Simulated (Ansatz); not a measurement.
The system is CuO (Tenorite).

```
Cu O
1.0
     2.34185   -1.71130    0.00000
     2.34185    1.71130    0.00000
    -0.85003    0.00000    5.05787
Cu O
2 2
Direct
  0.50000 0.00000 0.50000
  0.00000 0.50000 0.00000
  0.41840 0.58160 0.75000
  0.58160 0.41840 0.25000
```

| Property | Result |
| --- | --- |
| Program | Ansatz 0.2.0 |
| Task | relaxation of cell and atoms |
| Functional | r2SCAN |
| Potentials or basis | Ansatz PAW |
| Cutoff | 500 eV (not typed: the program's choice for these potentials) |
| k mesh | 10 × 10 × 5 |
| Occupations | fermi-dirac, width 0.05 eV |
| Spin | no spin polarisation |
| Hubbard terms | Cu d U = 6 eV |

At the start: volume 10.13 Å³/atom.

Where does the relaxation end?

It ends after 18 steps and the volume is 10.93 Å³/atom (+7.8 %); space group C2/c (No. 15, to 0.05 Å).

Step by step:
```csv
step,energy change (eV),largest force (eV/Å),volume (Å³)
1,0.0000,0.1397,40.54
2,-0.0067,0.1248,40.94
3,-0.0174,0.0032,41.79
4,-0.0211,0.0164,42.20
5,-0.0259,0.0285,42.67
6,-0.0273,0.0018,42.90
7,-0.0273,0.0002,43.02
8,-0.0273,0.0002,43.05
9,-0.0273,0.0000,43.07
10,-0.0323,0.0000,43.07
11,-0.0332,0.0051,43.36
12,-0.0339,0.0133,43.70
13,-0.0341,0.0009,43.64
14,-0.0342,0.0001,43.64
15,-0.0351,0.0002,43.64
16,-0.0351,0.0027,43.72
17,-0.0352,0.0003,43.70
18,-0.0352,0.0003,43.70
```

Final structure:
```
CELL_PARAMETERS angstrom
2.06269 -2.05157 0.13371
2.06269 2.05157 0.13371
-0.45993 0.00000 5.13375
ATOMIC_POSITIONS crystal
Cu 0.50000 0.00000 0.50000
Cu 0.00000 0.50000 0.00000
O 0.49255 0.50745 0.75000
O 0.50745 0.49255 0.25000
```

Caveat: the plane-wave basis is chosen anew once the cell has moved, so the energies of steps on either side of that aren't comparable; the run has no spin polarisation, though such a crystal can be magnetic; U without spin polarisation on a metal has little footing; the PAW data sets come from PBE, with cores solved anew for the run's functional, which leaves a small shift of forces and pressure.
